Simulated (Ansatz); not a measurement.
# Tungsten, beta-W (A15) under PBE: structure and ground-state energy

Aim: take tungsten in the beta-W (A15) structure, relax it, then solve it on a dense k-mesh. Spin polarisation is left out. The k-meshes are 5×5×5 for the relaxation; 7×7×7 for the dense run. The starting cell is the deposited one, from the Crystallography Open Database.

Method: DFT PBE, plane waves (420 eV) with PAW, scalar-relativistic, in Ansatz 0.2.0.

**1. The structure to begin with**

It takes space group Pm-3n (No. 223, cubic). The conventional cell has a = 5.083 Å, b = 5.083 Å, c = 5.083 Å, α = 90.00°, β = 90.00°, γ = 90.00°. W (site symmetry m-3) has 12 W at 2.84 Å as nearest neighbours. W (site symmetry -4m2) has 6 W at 2.54 to 2.84 Å as nearest neighbours.

Coordinates:

```
CELL_PARAMETERS angstrom
5.08300 0.00000 0.00000
0.00000 5.08300 0.00000
0.00000 0.00000 5.08300
ATOMIC_POSITIONS crystal
W 0.00000 0.00000 0.00000
W 0.50000 0.50000 0.50000
W 0.00000 0.50000 0.25000
W 0.00000 0.50000 0.75000
W 0.25000 0.00000 0.50000
W 0.75000 0.00000 0.50000
W 0.50000 0.75000 0.00000
W 0.50000 0.25000 0.00000
```

**2. Relaxing cell and atoms**

input.yaml

```yaml
crystal:
  lattice:
    - [5.083, 0.0, 0.0]
    - [0.0, 5.083, 0.0]
    - [0.0, 0.0, 5.083]
  atoms:
    - { symbol: W, position: [0.0, 0.0, 0.0] }
    - { symbol: W, position: [0.5, 0.5, 0.5] }
    - { symbol: W, position: [0.0, 0.5, 0.25] }
    - { symbol: W, position: [0.0, 0.5, 0.75] }
    - { symbol: W, position: [0.25, 0.0, 0.5] }
    - { symbol: W, position: [0.75, 0.0, 0.5] }
    - { symbol: W, position: [0.5, 0.75, 0.0] }
    - { symbol: W, position: [0.5, 0.25, 0.0] }
hamiltonian:
  xc: pbe
  pseudopotentials:
    kind: paw
    azcp:
      W: "pseudopotentials/W.paw.azcp"
basis:
  ecutwfc: 420
  fft_grid_basis: typed
kpoints:
  mp_grid: { grid: [5, 5, 5], shift: [0, 0, 0] }
magnetization:
  spin_polarized: false
scf:
  occupations: { method: fermi_dirac, width: 0.1 }
relax:
  max_steps: 60
  f_tol: 0.01
  cell: {}
```

Output:

```text
Engine: ansatz 0.2.0, x86_64-unknown-linux-gnu
Pseudopotentials: kind: paw
Pseudopotential: W, paw, valence charge 14, recommended cutoff 420 eV (normal), <dir>
Functional definition: PBE
  parameter kappa = 0.804
  parameter beta = 0.06672455060314922
  exchange = pbe_x(kappa = kappa, mu = beta*pi^2/3)
  correlation = pbe_c(beta = beta)
Crystal: 8 atoms, lattice volume = 131.329 Å³
Basis set: ecut = 420 eV, 2553 PW (Γ), exchange–correlation on 72×72×72 points (8 copies of the dense FFT grid, shifted against one another)
Bands: 68, of which v1, the nominal top of the filled ones, is band 56 counted from 1 (55 counted from 0)
Symmetry: 48 space group operations
Space group: Pm-3n (ITA 223), of the structure as read, at distance tolerance 5.1e-5 Å
k-points: 10 of 125
Non-local potential: W, projectors of the file, l = 0: 3, l = 1: 2, l = 2: 2, l = 3: 1
PAW form: soft (Blöchl's): semilocal exchange-correlation on the pseudo side does not see the compensation charge
PAW one-centre angular grid: W, 590 points (default); XC on 64 Gauss nodes
Initial density: superposition of atomic densities (neutral atoms: chi_scale 0, normalization atom), corrected by the library's trained network
Initial wavefunctions: pseudopotential atomic-orbital guess
Functional: x = pbe(κ = 0.804, μ = 0.2195149727645171), c = pbe(β = 0.06672455060314922)
SCF iter   1: F=—  HF=-83077.929446 eV  |F-HF|=—  |Δ(HF+E_count)|=         —  Δρ=6.16e-3  dr2=3.99e-2  ethr=1.77e-3  ⟨swp⟩=4.1  Hψ=2522  notcnv=0
preconditioner: auto → Kerker (q_TF=auto, 2.657 Å⁻¹)  [metal: Δε(μ)=0.033 eV  Ē_g=4.984 eV  σ=0.100 eV  W_gap=0.08  n_scr=32 (ndim 8)  ℏωp=22.4 eV  f_vac=0.000  D(μ)=2.94/eV (n_scr^D=18)]
SCF iter   2: F=—  HF=-83077.923558 eV  |F-HF|=—  |Δ(HF+E_count)|=   5.89e-3  Δρ=3.49e-3  dr2=1.12e-2  ethr=3.56e-5  ⟨swp⟩=1.0  Hψ=790  notcnv=0
SCF iter   3: F=—  HF=-83077.921465 eV  |F-HF|=—  |Δ(HF+E_count)|=   2.09e-3  Δρ=3.24e-4  dr2=7.33e-5  ethr=1.00e-5  ⟨swp⟩=2.0  Hψ=826  notcnv=0
SCF iter   4: F=—  HF=-83077.921325 eV  |F-HF|=—  |Δ(HF+E_count)|=   1.40e-4  Δρ=5.59e-5  dr2=1.73e-6  ethr=6.54e-8  ⟨swp⟩=2.2  Hψ=1115  notcnv=0
iter 5 did not close the SCF: its close was put off for the readings that it lacked (scf_convergence_deferred on its scf_iter line)
SCF iter   5: F=-83077.921325 eV  HF=-83077.921325 eV  |F-HF|=9.75e-10  |Δ(HF+E_count)|=   4.41e-7  Δρ=9.21e-6  dr2=6.34e-8  ethr=1.54e-9  ⟨swp⟩=2.0  Hψ=897  notcnv=0
SCF iter   6: F=-83077.921325 eV  HF=-83077.921325 eV  |F-HF|=6.26e-10  |Δ(HF+E_count)|=   4.32e-9  Δρ=1.56e-6  dr2=2.51e-9  ethr=5.66e-11  ⟨swp⟩=2.8  Hψ=2211  notcnv=0
SCF 1 converged in 6 iterations: F = -83077.921325 eV  dr2 = 2.51e-9
relax step   1: F+E_penalty+E_count = -83077.92132503 eV  Δ(F+E_penalty+E_count) = +0.000e0 eV  max|allowed force component| = 1.923e-17 eV/Å  Δτ_max = 0.0000 Å  P = -0.824 GPa  Ω = 131.329 Å³  (6 SCF iters, dr2 threshold 1.00e-7 eV, accepted)
Crystal: 8 atoms, lattice volume = 129.745 Å³
Basis set: ecut = 420 eV, 2517 PW (Γ), exchange–correlation on 72×72×72 points (8 copies of the dense FFT grid, shifted against one another)
Initial density: handed on by an earlier stage of this run
Initial wavefunctions: those handed on with the density
iter 1 solved again at ethr=2.05e-7 eV; its pass at ethr=3.10e-3 eV (dr2=2.30e-4 eV) is discarded
SCF iter   1: F=—  HF=-83077.912442 eV  |F-HF|=—  |Δ(HF+E_count)|=         —  Δρ=5.07e-4  dr2=2.40e-4  ethr=2.05e-7  ⟨swp⟩=2.3  Hψ=3505  notcnv=0
preconditioner: auto → Kerker (q_TF=auto, 2.662 Å⁻¹)  [metal: Δε(μ)=0.089 eV  Ē_g=5.046 eV  σ=0.100 eV  W_gap=0.22  n_scr=32 (ndim 8)  ℏωp=22.6 eV  f_vac=0.000  D(μ)=2.92/eV (n_scr^D=18)]
SCF iter   2: F=—  HF=-83077.912320 eV  |F-HF|=—  |Δ(HF+E_count)|=   1.22e-4  Δρ=2.89e-4  dr2=6.54e-5  ethr=2.05e-7  ⟨swp⟩=1.2  Hψ=683  notcnv=0
SCF iter   3: F=—  HF=-83077.912322 eV  |F-HF|=—  |Δ(HF+E_count)|=   1.88e-6  Δρ=4.33e-5  dr2=1.74e-6  ethr=5.84e-8  ⟨swp⟩=2.1  Hψ=906  notcnv=0
iter 4 did not close the SCF: its close was put off for the readings that it lacked (scf_convergence_deferred on its scf_iter line)
SCF iter   4: F=-83077.912322 eV  HF=-83077.912322 eV  |F-HF|=1.92e-8  |Δ(HF+E_count)|=   2.51e-7  Δρ=6.80e-6  dr2=4.60e-8  ethr=1.55e-9  ⟨swp⟩=2.0  Hψ=909  notcnv=0
iter 5 did not close the SCF: its close was put off for the readings that it lacked (scf_convergence_deferred on its scf_iter line)
SCF iter   5: F=-83077.912322 eV  HF=-83077.912322 eV  |F-HF|=5.24e-10  |Δ(HF+E_count)|=   3.30e-9  Δρ=1.38e-6  dr2=1.59e-9  ethr=4.11e-11  ⟨swp⟩=2.0  Hψ=906  notcnv=0
SCF iter   6: F=-83077.912322 eV  HF=-83077.912322 eV  |F-HF|=1.46e-11  |Δ(HF+E_count)|=  3.20e-10  Δρ=2.47e-7  dr2=6.68e-11  ethr=1.42e-12  ⟨swp⟩=1.0  Hψ=1992  notcnv=0
SCF 2 converged in 6 iterations: F = -83077.912322 eV  dr2 = 6.68e-11
relax step   2: F+E_penalty+E_count = -83077.91232193 eV  Δ(F+E_penalty+E_count) = +9.003e-3 eV  max|allowed force component| = 3.701e-17 eV/Å  Δτ_max = 0.0000 Å  P = +2.830 GPa  Ω = 129.745 Å³  energy of the carried Pulay correction = +7.216e-4 eV  (6 SCF iters, dr2 threshold 8.00e-7 eV, rejected (line search))
Crystal: 8 atoms, lattice volume = 130.969 Å³
iter 1 solved again at ethr=3.04e-7 eV; its pass at ethr=3.10e-3 eV (dr2=3.41e-4 eV) is discarded
SCF iter   1: F=—  HF=-83077.922575 eV  |F-HF|=—  |Δ(HF+E_count)|=         —  Δρ=3.92e-4  dr2=1.47e-4  ethr=3.04e-7  ⟨swp⟩=3.0  Hψ=3244  notcnv=0
preconditioner: auto → Kerker (q_TF=auto, 2.658 Å⁻¹)  [metal: Δε(μ)=0.080 eV  Ē_g=4.997 eV  σ=0.100 eV  W_gap=0.20  n_scr=32 (ndim 8)  ℏωp=22.5 eV  f_vac=0.000  D(μ)=2.98/eV (n_scr^D=18)]
SCF iter   2: F=—  HF=-83077.922579 eV  |F-HF|=—  |Δ(HF+E_count)|=   4.08e-6  Δρ=2.25e-4  dr2=4.09e-5  ethr=1.31e-7  ⟨swp⟩=1.1  Hψ=682  notcnv=0
SCF iter   3: F=—  HF=-83077.922424 eV  |F-HF|=—  |Δ(HF+E_count)|=   1.55e-4  Δρ=3.16e-5  dr2=9.11e-7  ethr=3.66e-8  ⟨swp⟩=2.0  Hψ=883  notcnv=0
SCF iter   4: F=—  HF=-83077.922431 eV  |F-HF|=—  |Δ(HF+E_count)|=   6.89e-6  Δρ=4.95e-6  dr2=2.63e-8  ethr=8.13e-10  ⟨swp⟩=2.1  Hψ=972  notcnv=0
SCF iter   5: F=—  HF=-83077.922431 eV  |F-HF|=—  |Δ(HF+E_count)|=   3.90e-9  Δρ=1.07e-6  dr2=9.53e-10  ethr=2.34e-11  ⟨swp⟩=2.3  Hψ=1005  notcnv=0
SCF iter   6: F=-83077.922431 eV  HF=-83077.922431 eV  |F-HF|=1.46e-11  |Δ(HF+E_count)|=  1.16e-10  Δρ=1.97e-7  dr2=4.68e-11  ethr=1.00e-12  ⟨swp⟩=5.0  Hψ=2421  notcnv=0
SCF 3 converged in 6 iterations: F = -83077.922431 eV  dr2 = 4.68e-11
relax step   3: F+E_penalty+E_count = -83077.92243124 eV  Δ(F+E_penalty+E_count) = -1.106e-3 eV  max|allowed force component| = 3.195e-17 eV/Å  Δτ_max = 0.0000 Å  P = -0.013 GPa  Ω = 130.969 Å³  energy of the carried Pulay correction = +1.635e-4 eV  (6 SCF iters, accepted)
Initial wavefunctions: pseudopotential atomic-orbital guess (no wavefunctions were taken with the density)
iter 1 solved again at ethr=4.40e-9 eV; its pass at ethr=3.10e-3 eV (dr2=4.93e-6 eV) is discarded
SCF iter   1: F=—  HF=-83077.922413 eV  |F-HF|=—  |Δ(HF+E_count)|=         —  Δρ=7.99e-6  dr2=1.22e-8  ethr=4.40e-9  ⟨swp⟩=4.5  Hψ=4669  notcnv=0
preconditioner: auto → Kerker (q_TF=auto, 2.658 Å⁻¹)  [metal: Δε(μ)=0.081 eV  Ē_g=4.997 eV  σ=0.100 eV  W_gap=0.20  n_scr=32 (ndim 8)  ℏωp=22.5 eV  f_vac=0.000  D(μ)=2.98/eV (n_scr^D=18)]
SCF iter   2: F=—  HF=-83077.922273 eV  |F-HF|=—  |Δ(HF+E_count)|=   1.41e-4  Δρ=4.31e-6  dr2=3.34e-9  ethr=1.09e-11  ⟨swp⟩=2.1  Hψ=1185  notcnv=0
iter 3 did not close the SCF: its close was put off for the readings that it lacked (scf_convergence_deferred on its scf_iter line)
SCF iter   3: F=-83077.922273 eV  HF=-83077.922273 eV  |F-HF|=1.46e-11  |Δ(HF+E_count)|=   1.24e-9  Δρ=3.10e-7  dr2=2.01e-11  ethr=2.98e-12  ⟨swp⟩=2.1  Hψ=1245  notcnv=0
iter 4 did not close the SCF: its close was put off for the readings that it lacked (scf_convergence_deferred on its scf_iter line)
SCF iter   4: F=-83077.922273 eV  HF=-83077.922273 eV  |F-HF|=4.37e-11  |Δ(HF+E_count)|=  2.91e-11  Δρ=9.31e-8  dr2=2.11e-12  ethr=1.00e-12  ⟨swp⟩=1.0  Hψ=680  notcnv=0
iter 5 did not close the SCF: its close was put off for the readings that it lacked (scf_convergence_deferred on its scf_iter line)
SCF iter   5: F=-83077.922273 eV  HF=-83077.922273 eV  |F-HF|=5.82e-11  |Δ(HF+E_count)|=  5.82e-11  Δρ=5.25e-9  dr2=2.22e-14  ethr=1.00e-12  ⟨swp⟩=1.0  Hψ=680  notcnv=0
iter 6 did not close the SCF: its close was put off for the readings that it lacked (scf_convergence_deferred on its scf_iter line)
SCF iter   6: F=-83077.922273 eV  HF=-83077.922273 eV  |F-HF|=0.00e0  |Δ(HF+E_count)|=  2.91e-11  Δρ=1.49e-9  dr2=1.49e-15  ethr=1.00e-12  ⟨swp⟩=1.0  Hψ=680  notcnv=0
SCF iter   7: F=-83077.922273 eV  HF=-83077.922273 eV  |F-HF|=1.46e-11  |Δ(HF+E_count)|=  1.46e-11  Δρ=4.79e-10  dr2=8.52e-17  ethr=1.00e-12  ⟨swp⟩=1.1  Hψ=1401  notcnv=0
SCF 4 converged in 7 iterations: F = -83077.922273 eV  dr2 = 8.52e-17
relax step   4: F+E_penalty+E_count = -83077.92227253 eV  Δ(F+E_penalty+E_count) = +1.587e-4 eV  max|allowed force component| = 2.313e-17 eV/Å  Δτ_max = 0.0000 Å  P = -0.012 GPa  Ω = 130.969 Å³  stress off target by 1.24e-2 GPa  SCF on the basis re-selected at this cell (its energy is not comparable with the rows above)  (7 SCF iters)
basis re-selected at this cell: Δ(F+E_penalty+E_count) = +1.587e-4 eV, ΔP = +0.000 GPa vs the last step (what re-selecting the basis moved, of the pressure what is left beyond the Pulay correction that the steps carried, after the strain that the cell walked since its last selection, with what the two solves' SCF thresholds leave and, on support functions, any second-order correction that the steps lacked; it is no measure of the basis error at this ecutwfc). This SCF's stress stands 1.24e-2 GPa from its target on what of the cell is left free (relax.cell.stress_tol is 5.00e-2 GPa) and its largest allowed force component is 2.31e-17 eV/Å (relax.f_tol is 1.00e-2 eV/Å): within both
SCF converged after 7 iterations
Free energy (F): -83077.922273 eV
Harris-Foulkes:  -83077.922273 eV  (|F-HF|=1.46e-11)
Internal energy: -83077.819041 eV  (E = F + TS)
E sigma→0 (E₀):  -83077.870657 eV
Entropy (-TS):   -0.103231 eV (-12.904 meV/atom)
Fermi energy:    21.540176 eV
--- Per-component energies (eV) ---
  E_band       = -739.429273
  E_kinetic    = 3593.714616
  E_local      = -5030.089648  (includes V_loc(G=0)·N_el)
  E_nonlocal   = 3.813483
  E_hartree    = 1799.867811
  E_xc         = -2133.477253
  E_vxc        = -1907.635037  (∫ρ·V_xc dr)
  E_paw        = -68499.314871  (= ΣΔE_a)
  E_vpaw       = -998.967833  (= ΣTr[D̂ρ^β])
  E_aug_tail   = -0.000477  (compensation charges beyond the density's cutoff)
  E_ewald      = -12812.332703
  E_smearing   = -0.103231  (= −TS)
  E_closure    = -0.000000  (closes the sum)
  Σ components = -83077.922273   (vs F -83077.922273, Δ=0.00e0)
--- Forces (eV/Å), atoms counted from 1 ---
  atom   1  W      0.00000000    -0.00000000    -0.00000000
  atom   2  W      0.00000000     0.00000000     0.00000000
  atom   3  W      0.00000000    -0.00000000    -0.00000000
  atom   4  W     -0.00000000     0.00000000     0.00000000
  atom   5  W     -0.00000000    -0.00000000     0.00000000
  atom   6  W      0.00000000     0.00000000    -0.00000000
  atom   7  W      0.00000000     0.00000000     0.00000000
  atom   8  W     -0.00000000    -0.00000000    -0.00000000
  max |Σ_I F_I| component: 1.16e-17 eV/Å
--- Stress (GPa, compression-positive) ---
       -0.012401      -0.000000       0.000000
       -0.000000      -0.012401      -0.000000
        0.000000      -0.000000      -0.012401
  P = ⅓ Tr σ = -0.0124 GPa (-0.124 kbar)
--- Relaxed structure (3 steps of the walk, 2 accepted, 1 SCFs on fresh bases) ---
  F+E_penalty+E_count = -83077.92227253 eV   max|allowed force component| = 2.313e-17 eV/Å   (the final SCF, on the basis selected at the relaxed cell)
  cell:  # Å, volume = 130.9686 Å³
    - [5.078346737071199, -1.6049416203226965e-35, 3.209883240645393e-35]
    - [1.6049416203226965e-35, 5.078346737071199, 0.0]
    - [3.209883240645393e-35, 0.0, 5.078346737071199]
  atoms:
    - { symbol: W, position: [4.08250907072912e-36, -1.4769802453770754e-36, -4.440191134327744e-37] }
    - { symbol: W, position: [0.5, 0.5, 0.5] }
    - { symbol: W, position: [-6.179265995272776e-36, 0.5, 0.25] }
    - { symbol: W, position: [-5.3898986825034006e-36, 0.5, 0.7500000000000001] }
    - { symbol: W, position: [0.25, 3.160552717143012e-36, 0.5] }
    - { symbol: W, position: [0.7500000000000001, -4.733120410550754e-36, 0.5] }
    - { symbol: W, position: [0.5, 0.7500000000000001, 9.37373683913635e-37] }
    - { symbol: W, position: [0.5, 0.25, 1.4800637114425794e-37] }
```

Run time: 18 s. Hardware: 2 threads of an x86-64 CPU, shared host; peak memory 0.67 GiB.

Step by step:

```csv
step,energy change (meV/atom),largest force (eV/Å),pressure (GPa),volume (Å³/atom),accepted
1,0.00,0.0000,-0.82,16.416,yes
2,1.13,0.0000,2.83,16.218,no
3,-0.14,0.0000,-0.01,16.371,yes
4,-0.12,0.0000,-0.01,16.371,yes
```

Steps that repeat a cell are solved on a basis chosen anew, so their changes of energy are no gain of the relaxation.

The cell of the run, before and after:

|  | before | after | change |
| --- | --- | --- | --- |
| a (Å) | 5.083 | 5.078 | -0.1 % |
| b (Å) | 5.083 | 5.078 | -0.1 % |
| c (Å) | 5.083 | 5.078 | -0.1 % |
| volume (Å³/atom) | 16.416 | 16.371 | -0.3 % |
| shortest distance (Å) | 2.541 | 2.539 | -0.1 % |
| space group (spins left aside) | Pm-3n | Pm-3n | same |

**3. Single point on a dense mesh**

input.yaml

```yaml
crystal:
  lattice:
    - [5.0783467371, 0.0, 0.0]
    - [0.0, 5.0783467371, 0.0]
    - [0.0, 0.0, 5.0783467371]
  atoms:
    - { symbol: W, position: [0.0, 1.0, 1.0] }
    - { symbol: W, position: [0.5, 0.5, 0.5] }
    - { symbol: W, position: [1.0, 0.5, 0.25] }
    - { symbol: W, position: [1.0, 0.5, 0.75] }
    - { symbol: W, position: [0.25, 0.0, 0.5] }
    - { symbol: W, position: [0.75, 1.0, 0.5] }
    - { symbol: W, position: [0.5, 0.75, 0.0] }
    - { symbol: W, position: [0.5, 0.25, 0.0] }
hamiltonian:
  xc: pbe
  pseudopotentials:
    kind: paw
    azcp:
      W: "pseudopotentials/W.paw.azcp"
basis:
  ecutwfc: 420
  fft_grid_basis: typed
kpoints:
  mp_grid: { grid: [7, 7, 7], shift: [0, 0, 0] }
magnetization:
  spin_polarized: false
scf:
  occupations: { method: fermi_dirac, width: 0.1 }
```

Output (excerpt; [...] marks lines left out):

```text
[...]
Pseudopotentials: kind: paw
Pseudopotential: W, paw, valence charge 14, recommended cutoff 420 eV (normal), <dir>
Functional definition: PBE
[...]
Crystal: 8 atoms, lattice volume = 130.969 Å³
Basis set: ecut = 420 eV, 2553 PW (Γ)
Bands: 68, of which v1, the nominal top of the filled ones, is band 56 counted from 1 (55 counted from 0)
Symmetry: 48 space group operations
Space group: Pm-3n (ITA 223), of the structure as read, at distance tolerance 5.1e-5 Å
k-points: 20 of 343
[...]
SCF iter   1: F=—  HF=-83077.916296 eV  |F-HF|=—  |Δ(HF+E_count)|=         —  Δρ=5.23e-3  dr2=2.70e-2  ethr=1.77e-3  ⟨swp⟩=4.0  Hψ=5051  notcnv=0
[...]
SCF iter   6: F=-83077.911042 eV  HF=-83077.911042 eV  |F-HF|=1.46e-11  |Δ(HF+E_count)|=   8.13e-9  Δρ=1.00e-6  dr2=7.85e-10  ethr=2.35e-11  ⟨swp⟩=1.0  Hψ=3113  notcnv=0
[...]
SCF converged after 6 iterations
Free energy (F): -83077.911042 eV
[...]
E sigma→0 (E₀):  -83077.859855 eV
Entropy (-TS):   -0.102373 eV (-12.797 meV/atom)
Fermi energy:    21.557669 eV
[...]
```

Run time: 6.3 s. Hardware: 2 threads of an x86-64 CPU, shared host; peak memory 0.67 GiB.

**4. Results**

| quantity | value |
| --- | --- |
| space group (spins left aside) | Pm-3n (No. 223) |
| conventional cell | a = 5.078 Å |
| volume | 16.371 Å³/atom |
| shortest distance | 2.539 Å |
| against the deposited volume | -0.3 % (16.416 Å³/atom) |
| gap on the mesh | none (levels filled in part) |
| relative to bcc | +92 meV/atom |

**Reading.** The volume comes out 0.3 % smaller than measured. Zero-point motion and thermal expansion are left out, so the match is not as exact as it looks. Against the reference form of tungsten (bcc, computed apart with the same settings) it stands 92 meV/atom higher. Levels at the Fermi energy are filled in part, as in a metal. Relaxation kept the symmetry; phonons were not checked.
